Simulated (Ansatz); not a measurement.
# SiC: the cost of one run

Method: DFT PBE, scalar-relativistic, plane waves, PAW, in Ansatz 0.2.0.

5 further runs of the same task are left out: 3 that didn't finish, 2 set aside as unsound or not needed.

## 1. The starting structure

Symmetry: P6_3mc, No. 186, hexagonal system. The conventional cell has a = 3.094 Å, b = 3.094 Å, c = 10.129 Å, α = 90.00°, β = 90.00°, γ = 120.00°. Si (site symmetry 3m) has 4 C at 1.90 Å as nearest neighbours. Si (site symmetry 3m) has 4 C at 1.89 to 1.90 Å as nearest neighbours. C (site symmetry 3m) is surrounded by 4 Si at 1.89 to 1.90 Å. C (site symmetry 3m) has 4 Si at 1.90 Å as nearest neighbours.

As a file:

```
Si C
1.0
     3.09412    0.00000    0.00000
    -1.54706    2.67959    0.00000
     0.00000    0.00000   10.12934
Si C
4 4
Direct
  0.66667 0.33333 0.93784
  0.33333 0.66667 0.43784
  0.00000 0.00000 0.68790
  0.00000 0.00000 0.18790
  0.66667 0.33333 0.74981
  0.33333 0.66667 0.24981
  0.00000 0.00000 0.50045
  0.00000 0.00000 0.00045
```

It goes back to an entry of the Materials Project.

This cell was relaxed beforehand with the same method: volume 10.50 Å³/atom, gap on the mesh 2.22 eV.

## 2. Zero of energy

The reference gives a free energy of -3548.6464 eV, pressure 0.00 GPa, largest force 0.000 eV/Å and gap on the mesh 2.22 eV. It was computed beforehand with the settings of the runs below.

## 3. The scan: random displacements

All atoms are moved at random with no net shift, in some cells together with a random strain.

## 4. Point rms move = 0.074 Å

File input.yaml:

```yaml
crystal:
  lattice:
    - [3.0291923366, 0.0367761476, 0.0756055766]
    - [-1.4827470902, 2.779424912, -0.1651210934]
    - [0.2475128585, -0.4812870241, 10.2094229013]
  atoms:
    - { symbol: Si, position: [0.6606830346, 0.3431205663, 0.9322776229] }
    - { symbol: Si, position: [0.3158488343, 0.6553702021, 0.4387284585] }
    - { symbol: Si, position: [-0.0139949591, 0.0100954944, 0.6836121699] }
    - { symbol: Si, position: [-0.0045917931, -0.0186271064, 0.1962936582] }
    - { symbol: C, position: [0.6722189282, 0.3373672381, 0.751038473] }
    - { symbol: C, position: [0.3592346227, 0.6846104789, 0.2483427995] }
    - { symbol: C, position: [-0.0158588797, -0.0022516453, 0.4975371862] }
    - { symbol: C, position: [0.0264602121, -0.0096852281, 0.0041676317] }
basis:
  ecutwfc: 420
kpoints:
  mp_grid: { grid: [12, 12, 4] }
hamiltonian:
  xc: pbe
scf:
  occupations: { method: gaussian, width: 0.05 }
output:
  forces: true
  stress: true
  eigenvalues: true
```

The run is started by

```
$ ansatz run input.yaml --threads 2 --pin off --max-ram 5120MiB --backend cpu --events-out ev --progress --plain --runs-dir out
```

What time and memory should one allow on 2 threads of Intel Xeon 6975P-C (Granite Rapids), shared host?

About 11 s, with a peak of 0.78 GiB.
